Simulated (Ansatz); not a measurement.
A relaxation computed with Ansatz, from input to last step.

```yaml
crystal:
  lattice:
    - [3.5114849062, 0.0, 0.0]
    - [-1.7557424531, 3.0410351338, 0.0]
    - [0.0, 0.0, 5.5215632005]
  atoms:
    - { symbol: Hf, position: [0.0, 0.0, 0.0] }
    - { symbol: S, position: [0.6666666667, 0.3333333333, 0.7381210769] }
    - { symbol: S, position: [0.3333333333, 0.6666666667, 0.2618789231] }
basis:
  ecutwfc: 420
kpoints:
  mp_grid: { grid: [12, 12, 6] }
hamiltonian:
  xc: pbesol
  dispersion: d3bj
scf:
  occupations: { method: gaussian, width: 0.02 }
output:
  forces: true
  stress: true
  eigenvalues: true
relax:
  adjacent_minimum: "off"
  f_tol: 0.01
  max_steps: 30
  cell: { stress_tol: 0.1, fix: [volume] }
```

```bash
ansatz run input.yaml --threads 1 --pin off --max-ram 2560MiB --backend cpu --events-out ev --progress --plain --runs-dir out
```

Method: DFT PBEsol+D3(BJ), scalar-relativistic, plane waves, PAW in Ansatz 0.2.0.

The volume is held at 0.97 times that of the relaxed cell.

Of 4 frames 3 are shown, positions in Å and forces in eV/Å; the SCF threshold varies from step to step. Steps run on the plane waves of an earlier cell, with a Pulay correction in the pressure. The basis is chosen afresh for the last frame, the zero of the energies, and at times for earlier ones too; energy and pressure step there, also at an unchanged geometry.

```xyz
3
Lattice="3.5115 0.0000 0.0000 -1.7557 3.0410 0.0000 0.0000 0.0000 5.5216" Properties=species:S:1:pos:R:3:forces:R:3 pbc="T T T" step=1 free_energy_over_end_meV_per_atom=4.00 pressure_GPa=3.63
Hf    0.0000    0.0000    0.0000    0.0000    0.0000    0.0000
S     1.7557    1.0137    4.0756    0.0000    0.0000   -0.3943
S     0.0000    2.0274    1.4460    0.0000    0.0000    0.3943
3
Lattice="3.5310 0.0000 0.0000 -1.7655 3.0579 0.0000 0.0000 0.0000 5.4608" Properties=species:S:1:pos:R:3:forces:R:3 pbc="T T T" step=2 free_energy_over_end_meV_per_atom=2.85 pressure_GPa=-0.17
Hf    0.0000    0.0000    0.0000    0.0000    0.0000    0.0000
S     1.7655    1.0193    3.9759    0.0000    0.0000    0.3392
S     0.0000    2.0386    1.4849    0.0000    0.0000   -0.3392
3
Lattice="3.5248 0.0000 0.0000 -1.7624 3.0526 0.0000 0.0000 0.0000 5.4798" Properties=species:S:1:pos:R:3:forces:R:3 pbc="T T T" step=4 free_energy_over_end_meV_per_atom=0.00 pressure_GPa=1.48
Hf    0.0000    0.0000    0.0000    0.0000    0.0000    0.0000
S     1.7624    1.0175    4.0147    0.0000    0.0000    0.0026
S     0.0000    2.0351    1.4651    0.0000    0.0000   -0.0026
```

Time: 26 s on 1 thread of Arm Neoverse V2, with other jobs on the host, peak memory 0.41 GiB.

Spin–orbit coupling is left out, which can shift energies with elements as heavy as these.